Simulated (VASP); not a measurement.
# Be2C in VASP: one cell, several levels of theory

Be2C in the antifluorite structure, under -1.0 % equal strain in all directions is computed at one geometry. Runs: PBE, r2SCAN. The results are then set beside those of Ansatz 0.2.0 for the same cell.

Code: VASP 6.6.1. PAW datasets, plane waves. Spin-unpolarised throughout; all numbers are computed.

### 1 The system as given

The cell comes from an earlier relaxation with r2SCAN in another program.

It is cubic, Fm-3m (No. 225); a = 4.278 Å in the conventional setting, 6.52 Å³ an atom. Near C stand 8 Be at 1.85 Å; near Be stand 4 C at 1.85 Å.

Coordinates:

```xyz
3
Lattice="0.0000 2.1389 2.1389 2.1389 0.0000 2.1389 2.1389 2.1389 0.0000" Properties=species:S:1:pos:R:3 pbc="T T T"
C     0.0000    0.0000    0.0000
Be    1.0694    1.0694    1.0694
Be    3.2083    3.2083    3.2083
```

### 2 Single point with PBE

File INCAR:

```
ENCUT = 520.000000
SIGMA = 0.020000
EDIFF = 1.00e-07
GGA = PE
PREC = Accurate
IBRION = -1
ISIF = 2
ISMEAR = -1
NBANDS = 11
NELM = 120
NSW = 0
LASPH = .TRUE.
LCHARG = .FALSE.
LWAVE = .FALSE.
LREAL = .FALSE.
```

File KPOINTS:

```
KPOINTS created by Atomic Simulation Environment
0
Gamma
10 10 10
0 0 0
```

File KPOINTS_OPT:

```
special points
7
Reciprocal
0.0000000000 0.0000000000 0.0000000000 1
0.5000000000 0.0000000000 0.5000000000 1
0.6250000000 0.2500000000 0.6250000000 1
0.3750000000 0.3750000000 0.7500000000 1
0.5000000000 0.5000000000 0.5000000000 1
0.5000000000 0.2500000000 0.7500000000 1
0.0000000000 0.5000000000 0.5000000000 1
```

File POSCAR:

```
C  Be
 1.0000000000000000
     0.0000000000000000    2.1388807821000002    2.1388807821000002
     2.1388807821000002    0.0000000000000000    2.1388807821000002
     2.1388807821000002    2.1388807821000002    0.0000000000000000
 C   Be
   1   2
Cartesian
  0.0000000000000000  0.0000000000000000  0.0000000000000000
  1.0694403910500001  1.0694403910500001  1.0694403910500001
  3.2083211731500003  3.2083211731500003  3.2083211731500003
```

The run uses the recommended PBE PAW datasets (8 valence electrons a neutral cell).

Command:

```bash
> mpirun -np 1 vasp_std
```

Printed to the terminal (iteration lines stand in OSZICAR):

```text
POSCAR found type information on POSCAR C Be
 POSCAR found :  2 types and       3 ions
 LDA part: xc-table for (Slater+PW92), standard interpolation
 POSCAR, INCAR and KPOINTS ok, starting setup
 FFT: planning ... GRIDC
 FFT: planning ... GRID_SOFT
 FFT: planning ... GRID
 WAVECAR not read
 entering main loop
 Start KPOINTS_OPT (optional k-point list driver)
k-point batch [1-7\7]
```

OSZICAR:

```text
N       E                     dE             d eps       ncg     rms          rms(c)
DAV:   1     0.435969370893E+01    0.43597E+01   -0.41134E+03  1034   0.674E+02
DAV:   2    -0.178611486643E+02   -0.22221E+02   -0.20945E+02  1341   0.125E+02
DAV:   3    -0.185824942104E+02   -0.72135E+00   -0.71838E+00  1380   0.177E+01
DAV:   4    -0.185858208169E+02   -0.33266E-02   -0.33262E-02  1154   0.138E+00
DAV:   5    -0.185858369231E+02   -0.16106E-04   -0.16106E-04  1331   0.867E-02    0.546E+00
DAV:   6    -0.175072258641E+02    0.10786E+01   -0.30639E+00  1055   0.840E+00    0.220E+00
DAV:   7    -0.174471779966E+02    0.60048E-01   -0.20241E-01  1261   0.306E+00    0.131E+00
DAV:   8    -0.174377307938E+02    0.94472E-02   -0.11624E-02  1109   0.121E+00    0.208E-01
DAV:   9    -0.174375574688E+02    0.17333E-03   -0.24948E-04  1301   0.102E-01    0.118E-01
DAV:  10    -0.174375612273E+02   -0.37586E-05   -0.13131E-04  1145   0.798E-02    0.104E-02
DAV:  11    -0.174375607746E+02    0.45278E-06   -0.15982E-05  1261   0.208E-02    0.271E-03
DAV:  12    -0.174375606648E+02    0.10972E-06   -0.63637E-07  1185   0.577E-03    0.525E-04
DAV:  13    -0.174375606672E+02   -0.23937E-08   -0.21499E-08   589   0.120E-03
   1 F= -.17437561E+02 E0= -.17437561E+02  d E =-.131286E-12
       N       E                     dE             ncg
DAV:   1     0.555374429381E+03   -0.20570E+04      154
DAV:   2     0.416220287716E+03   -0.13915E+03      235
DAV:   3     0.412948575665E+03   -0.32717E+01      212
DAV:   4     0.412935771333E+03   -0.12804E-01      188
DAV:   5     0.412935738536E+03   -0.32797E-04      201
DAV:   6     0.412935738344E+03   -0.19201E-06      190
DAV:   7     0.412935738343E+03   -0.12227E-08      193
```

The lines after F= are the extra pass for the points of KPOINTS_OPT, at fixed density; their E is not a total energy.

From OUTCAR:

```text
k-points           NKPTS =     47   k-points in BZ     NKDIM =     47   number of bands    NBANDS=     11

   NELECT =       8.0000    total number of electrons

   dimension x,y,z NGX =    24 NGY =   24 NGZ =   24
   dimension x,y,z NGXF=    48 NGYF=   48 NGZF=   48

  energy-cutoff  :      520.00
  volume of cell :       19.57
      direct lattice vectors                 reciprocal lattice vectors
     0.000000000  2.138880782  2.138880782    -0.233767120  0.233767120  0.233767120
     2.138880782  0.000000000  2.138880782     0.233767120 -0.233767120  0.233767120
     2.138880782  2.138880782  0.000000000     0.233767120  0.233767120 -0.233767120

 k-points in reciprocal lattice and weights: KPOINTS created by Atomic Simulation Env
   0.00000000  0.00000000  0.00000000       0.001
   0.10000000  0.00000000  0.00000000       0.008
   0.20000000  0.00000000  0.00000000       0.008
   0.30000000  0.00000000  0.00000000       0.008
   0.40000000  0.00000000  0.00000000       0.008
   0.50000000  0.00000000  0.00000000       0.004
   0.10000000  0.10000000  0.00000000       0.006
   0.20000000  0.10000000  0.00000000       0.024
[... 39 more k-points ...]

 E-fermi :   8.5594

 k-point     1 :       0.0000    0.0000    0.0000
  band No.  band energies     occupation
      1      -7.2222      2.00000
      2       8.0825      2.00000
      3       8.0825      2.00000
      4       8.0825      2.00000
      5      12.2772      0.00000
      6      12.2772      0.00000
      7      12.2772      0.00000
      8      15.2342      0.00000
      9      21.5328      0.00000
     10      21.5328      0.00000
     11      21.5328      0.00000

 k-point     2 :       0.1000    0.0000    0.0000
  band No.  band energies     occupation
      1      -7.0593      2.00000
      2       6.7261      2.00000
      3       7.7667      2.00000
      4       7.7667      2.00000
      5      12.7368      0.00000
      6      12.7368      0.00000
      7      13.1613      0.00000
      8      15.5835      0.00000
      9      20.4375      0.00000
     10      20.4375      0.00000
     11      21.9537      0.00000

 k-point     3 :       0.2000    0.0000    0.0000
  band No.  band energies     occupation
      1      -6.5765      2.00000
      2       4.3413      2.00000
      3       7.1619      2.00000
      4       7.1619      2.00000
      5      13.4987      0.00000
      6      13.4987      0.00000
      7      14.1785      0.00000
      8      16.4903      0.00000
      9      19.4972      0.00000
     10      19.4972      0.00000
     11      23.1157      0.00000

 k-point     4 :       0.3000    0.0000    0.0000
  band No.  band energies     occupation
      1      -5.8017      2.00000
      2       1.9964      2.00000
      3       6.6348      2.00000
      4       6.6348      2.00000
      5      13.6375      0.00000
      6      13.6375      0.00000
      7      14.8473      0.00000
      8      17.3668      0.00000
      9      20.1062      0.00000
     10      20.1062      0.00000
     11      24.4830      0.00000

 k-point     5 :       0.4000    0.0000    0.0000
  band No.  band energies     occupation
      1      -4.8508      2.00000
      2       0.0515      2.00000
      3       6.3050      2.00000
      4       6.3050      2.00000
      5      13.3232      0.00000
      6      13.3232      0.00000
      7      15.3059      0.00000
      8      17.9283      0.00000
      9      21.8344      0.00000
     10      21.8344      0.00000
     11      25.4245      0.00000

 k-point     6 :       0.5000    0.0000    0.0000
  band No.  band energies     occupation
      1      -4.2691      2.00000
      2      -0.8685      2.00000
      3       6.1949      2.00000
      4       6.1949      2.00000
      5      13.1562      0.00000
      6      13.1562      0.00000
      7      15.4793      0.00000
      8      18.1265      0.00000
      9      22.9790      0.00000
     10      22.9790      0.00000
     11      25.8089      0.00000

 k-point     7 :       0.1000    0.1000    0.0000
  band No.  band energies     occupation
      1      -7.0055      2.00000
      2       7.1140      2.00000
      3       7.1140      2.00000
      4       7.3911      2.00000
      5      12.4350      0.00000
      6      13.4604      0.00000
      7      13.4604      0.00000
      8      15.3705      0.00000
      9      19.2942      0.00000
     10      22.1348      0.00000
     11      22.1348      0.00000

 k-point     8 :       0.2000    0.1000    0.0000
  band No.  band energies     occupation
      1      -6.6304      2.00000
      2       5.1393      2.00000
      3       6.3863      2.00000
      4       7.1966      2.00000
      5      12.9153      0.00000
      6      14.4075      0.00000
      7      14.4575      0.00000
      8      15.2461      0.00000
      9      18.9284      0.00000
     10      21.7176      0.00000
     11      23.0738      0.00000

 k-point     9 :       0.3000    0.1000    0.0000
  band No.  band energies     occupation
      1      -5.9527      2.00000
      2       2.8192      2.00000
      3       5.8673      2.00000
      4       6.6812      2.00000
      5      13.2425      0.00000
      6      14.7821      0.00000
      7      15.0886      0.00000
      8      15.9399      0.00000
      9      19.4851      0.00000
     10      21.7588      0.00000
     11      24.3673      0.00000

 k-point    10 :       0.4000    0.1000    0.0000
  band No.  band energies     occupation
      1      -5.0453      2.00000
      2       0.7497      2.00000
      3       5.6461      2.00000
      4       6.0797      2.00000
      5      13.0239      0.00000
      6      14.4538      0.00000
      7      15.7045      0.00000
      8      17.3463      0.00000
      9      20.4475      0.00000
     10      22.8290      0.00000
     11      25.3606      0.00000

 k-point    11 :       0.5000    0.1000    0.0000
  band No.  band energies     occupation
      1      -4.2409      2.00000
      2      -0.6026      2.00000
      3       5.5900      2.00000
      4       5.7325      2.00000
      5      12.9981      0.00000
      6      14.0039      0.00000
      7      15.9753      0.00000
      8      18.4262      0.00000
      9      21.7746      0.00000
     10      23.0497      0.00000
     11      25.7403      0.00000

 k-point    12 :      -0.4000    0.1000    0.0000
  band No.  band energies     occupation
      1      -4.4473      2.00000
      2      -0.2878      2.00000
      3       5.3183      2.00000
      4       6.0947      2.00000
      5      13.3180      0.00000
      6      13.7934      0.00000
      7      15.8896      0.00000
      8      18.4222      0.00000
      9      21.1745      0.00000
     10      22.8982      0.00000
     11      25.5606      0.00000

 k-point    13 :      -0.3000    0.1000    0.0000
  band No.  band energies     occupation
      1      -5.3620      2.00000
      2       1.3816      2.00000
      3       5.3264      2.00000
      4       6.6675      2.00000
      5      13.8259      0.00000
      6      13.8626      0.00000
      7      15.5188      0.00000
      8      17.5634      0.00000
      9      18.9840      0.00000
     10      22.6720      0.00000
     11      25.0462      0.00000

 k-point    14 :      -0.2000    0.1000    0.0000
  band No.  band energies     occupation
      1      -6.2090      2.00000
      2       3.5512      2.00000
      3       5.6479      2.00000
      4       7.3348      2.00000
      5      13.6169      0.00000
      6      14.1677      0.00000
      7      15.0675      0.00000
      8      16.3594      0.00000
      9      17.8999      0.00000
     10      21.9034      0.00000
     11      23.8961      0.00000

 k-point    15 :      -0.1000    0.1000    0.0000
  band No.  band energies     occupation
      1      -6.7900      2.00000
      2       5.6785      2.00000
      3       6.4014      2.00000
      4       7.8449      2.00000
      5      12.9015      0.00000
      6      13.7044      0.00000
      7      14.0965      0.00000
      8      15.7994      0.00000
      9      18.6165      0.00000
     10      21.2694      0.00000
     11      22.6674      0.00000

 k-point    16 :       0.2000    0.2000    0.0000
  band No.  band energies     occupation
      1      -6.3683      2.00000
      2       5.5598      2.00000
      3       5.5598      2.00000
      4       5.8247      2.00000
      5      12.8593      0.00000
      6      13.5475      0.00000
      7      15.6253      0.00000
      8      15.6253      0.00000
      9      19.5597      0.00000
     10      23.8507      0.00000
     11      23.8507      0.00000

[... the tables of k-points 17 to 47 left out ...]

  Total        0.9782706      0.9782706      0.9782706     -0.0000000      0.0000000     -0.0000000
  in kB       80.0902901     80.0902901     80.0902901     -0.0000000      0.0000000     -0.0000000
  external PRESSURE =      80.0902901 kB  Pullay stress =       0.0000000 kB

 POSITION                                       TOTAL-FORCE (eV/Angst)
 -----------------------------------------------------------------------------------
      0.00000      0.00000      0.00000        -0.000000     -0.000000     -0.000000
      1.06944      1.06944      1.06944         0.000000      0.000000      0.000000
      3.20832      3.20832      3.20832        -0.000000     -0.000000     -0.000000
 -----------------------------------------------------------------------------------
    total drift:                               -0.000000     -0.000000      0.000000

  FREE ENERGIE OF THE ION-ELECTRON SYSTEM (eV)
  ---------------------------------------------------
  free  energy   TOTEN  =       -17.4375606672 eV

  energy  without entropy=      -17.4375606672  energy(sigma->0) =      -17.43756067
```

Hardware: 1 MPI rank of Intel Xeon Platinum 8488C, shared host.

The levels at the points of KPOINTS_OPT are read from vasprun.xml.

Band energies at the special points (eV, zero at the top of v, the last band that the electrons fill by count):

```
point    v−1      v     c   c+1
    Γ   0.00   0.00  4.19  4.19
    X  -4.88  -4.88  1.17  5.97
    U  -6.42  -4.11  3.39  8.56
    K  -6.42  -4.11  3.39  8.56
    L  -1.89  -1.89  5.07  5.07
    W  -6.04  -6.04  5.81  8.41
```

The PBE gap is 1.17 eV and indirect (Γ to X), with 4.19 eV as the least direct one. The pressure is 8.01 GPa; the forces vanish within 0.01 eV/Å.

(Part 1 of 2 ends here.)
